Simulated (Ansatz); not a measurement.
**ZnTe, pressure series**

Consider ZnTe in the zinc blende structure (space group F-43m, No. 216; a = 6.179 Å).

Cell and atoms are relaxed at each pressure.

Computed with PBE (Ansatz, an electronic-structure program; PAW; 420 eV plane waves; no SOC).

```
pressure (GPa)  volume per atom (Å³/atom)
--------------  -------------------------
0                                  29.491
1.8                                28.392
4.2                                27.213
9                                  25.446
18                                 23.229
30                                 21.299
45                                      ?
60                                 18.469
```

**Question.** Fit the third-order Birch–Murnaghan form P(V) = (3B₀/2)[(V₀/V)^(7/3) − (V₀/V)^(5/3)]·[1 + (3/4)(B₀′ − 4)((V₀/V)^(2/3) − 1)] (squares taken in P) to the rows shown and predict the withheld row.

**Answer.** Least squares on the printed values gives V₀ = 29.479 Å³/atom, B₀ = 43.9 GPa, B₀′ = 4.5; this predicts 19.657 Å³/atom, and the run gives 19.660 Å³/atom, 0.003 higher.

Load acts through the strain it causes; cell and atoms are relaxed under it. No phonon test of stability was made. Measured, ZnTe leaves this structure (for cinnabar) near 9.5 GPa (temperature not stated; as listed in Datta, Sujoy, Jana, Debnarayan, arXiv (2020)), on rising pressure, with hysteresis.
